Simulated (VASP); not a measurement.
Wanted: the native input for a VASP 6.6.1 run.

* Task: relaxation of cell and atoms
* Functional: LDA
* Potentials or basis: VASP PAW LDA potentials, release 64 (Te, Mo_sv)
* Cutoff: 600 eV
* k mesh: 4 × 8 × 2
* Occupations: gaussian, width 0.03 eV
* Spin: no spin polarisation
* Further INCAR settings: ALGO = Normal; EDIFF = 1e-07; IBRION = 2; EDIFFG = -0.005; NSW = 90; ISIF = 3

The structure of Te2Mo lies in POSCAR:

```
Te2Mo                                   
1.0
    6.3063630645      0.0000000000      0.0098333293
    0.0000000000      3.4443633679      0.0000000000
   -0.9219176480      0.0000000000     13.2594189889
  Te              Mo            
     8     4
Direct
     0.5577127901087373    0.7500000000000000    0.3468433019414218
     0.4422872098912626    0.2500000000000000    0.6531566980585782
     0.5873704265719526    0.2500000000000000    0.1053224703364903
     0.4126295734280473    0.7500000000000000    0.8946775296635098
     0.0954815170183040    0.7500000000000000    0.1535510573560354
     0.9045184829816959    0.2500000000000000    0.8464489426439645
     0.0549653786607131    0.2500000000000000    0.3943891575185530
     0.9450346213392867    0.7500000000000000    0.6056108424814473
     0.3196021227391842    0.7500000000000000    0.5062702933019549
     0.6803978772608159    0.2500000000000000    0.4937297066980454
     0.1827404158859505    0.2500000000000000    0.0075043169770249
     0.8172595841140495    0.7500000000000000    0.9924956830229751
```

These files were run (other wordings do the same):

INCAR

```
  ALGO = Normal
  EDIFF = 1E-7
  EDIFFG = -0.005
  ENCUT = 600
  IBRION = 2
  ISIF = 3
  ISMEAR = 0
  KPAR = 4
  LASPH = True
  LCHARG = False
  LREAL = False
  LWAVE = False
  NELM = 80
  NSW = 90
  PREC = Accurate
  SIGMA = 0.03
```

KPOINTS

```
k-points
0
Gamma
  4 8 2
```

Potentials or basis: VASP PAW LDA potentials, release 64 (Te, Mo_sv).

The run is started by

```console
$ cat potpaw_LDA.64/Te/POTCAR potpaw_LDA.64/Mo_sv/POTCAR > POTCAR
$ mpirun -np 4 vasp_std > vasp.out
```

It gave:

```yaml
Relaxed_volume: 24.02 Å³/atom
Relaxed_cell: a = 6.306 Å, b = 3.446 Å, c = 13.287 Å, α = 90.00°, β = 93.32°, γ = 90.00°
Space_group_after_relaxing_to_0.05_Å: P2_1/m (No. 11)
Energy_gained_by_relaxing: 0.0 meV/atom
Ionic_steps: 29
Pressure_after_relaxing: 0.0 GPa
Largest_force_after_relaxing: 0.005 eV/Å
Band_gap_on_the_k_mesh: none (metal or under the smearing width)
```

It took 42 min on 4 MPI ranks on Intel(R) Xeon(R) 6975P-C (Granite Rapids), with other jobs on the host, peak memory 0.67 GiB a rank.
